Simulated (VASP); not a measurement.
SiO2 (Cristobalite): relaxation of cell and atoms with PBEsol

The system is SiO2 (Cristobalite).

```
Si O
1.0
     5.02396    0.00000    0.00000
     0.00000    5.02396    0.00000
     0.00000    0.00000    7.00295
Si O
4 8
Direct
  0.29928 0.29928 0.00000
  0.20072 0.79928 0.25000
  0.70072 0.70072 0.50000
  0.79928 0.20072 0.75000
  0.23926 0.10366 0.17886
  0.39634 0.73926 0.42886
  0.76074 0.89634 0.67886
  0.60366 0.26074 0.92886
  0.73926 0.39634 0.57114
  0.89634 0.76074 0.32114
  0.26074 0.60366 0.07114
  0.10366 0.23926 0.82114
```

```
Program                : VASP 6.6.1
Task                   : relaxation of cell and atoms
Functional             : PBEsol
Potentials or basis    : VASP PAW PBE potentials, release 64 (Si, O)
Cutoff                 : 600 eV
k mesh                 : 6 × 6 × 4
Occupations            : gaussian, width 0.03 eV
Spin                   : no spin polarisation
Further INCAR settings : ALGO = Normal; EDIFF = 1e-07; IBRION = 2; EDIFFG = -0.005; NSW = 90; ISIF = 3
```

```json
{
 "Relaxed volume": "14.73 Å³/atom",
 "Relaxed cell": "a = 5.024 Å, b = 5.024 Å, c = 7.001 Å, α = 90.00°, β = 90.00°, γ = 90.00°",
 "Space group after relaxing (to 0.05 Å)": "P4_12_12 (No. 92)",
 "Energy gained by relaxing": "0.0 meV/atom",
 "Ionic steps": "5",
 "Pressure after relaxing": "0.0 GPa",
 "Band gap on the k mesh": "5.57 eV, direct"
}
```

Final structure:
```
Si O
1.0
     5.02420    0.00000    0.00000
     0.00000    5.02420    0.00000
     0.00000    0.00000    7.00132
Si O
4 8
Direct
  0.29917 0.29917 0.00000
  0.20083 0.79917 0.25000
  0.70083 0.70083 0.50000
  0.79917 0.20083 0.75000
  0.23926 0.10362 0.17895
  0.39638 0.73926 0.42895
  0.76074 0.89638 0.67895
  0.60362 0.26074 0.92895
  0.73926 0.39638 0.57105
  0.89638 0.76074 0.32105
  0.26074 0.60362 0.07105
  0.10362 0.23926 0.82105
```

Levels at points of the mesh, in eV from the valence-band top:
```csv
k point,band 29,band 30,band 31,band 32,band 33,band 34,band 35,band 36
"(0.00, 0.00, 0.00)",-0.67,-0.28,-0.28,0.00,5.57,8.64,8.64,9.00
"(0.50, 0.00, 0.00)",-0.64,-0.64,-0.48,-0.48,7.57,7.57,9.10,9.10
"(0.50, 0.50, 0.00)",-0.59,-0.59,-0.55,-0.55,8.55,8.55,8.64,8.64
"(0.00, 0.00, 0.50)",-0.52,-0.52,-0.39,-0.39,6.80,6.80,9.23,9.23
"(0.50, 0.00, 0.50)",-0.92,-0.92,-0.17,-0.17,7.82,7.82,8.85,8.85
"(0.50, 0.50, 0.50)",-0.63,-0.63,-0.63,-0.63,9.05,9.05,9.05,9.05
```

Wall time 100 s on 4 MPI ranks on Intel(R) Xeon(R) Platinum 8488C (Sapphire Rapids), on a shared host, peak memory 0.4 GiB a rank.

Caveat: the PAW data sets were made with another functional, which shifts forces and pressure a little. Expect the measured gap to be larger: semilocal functionals such as PBEsol lack the derivative discontinuity.
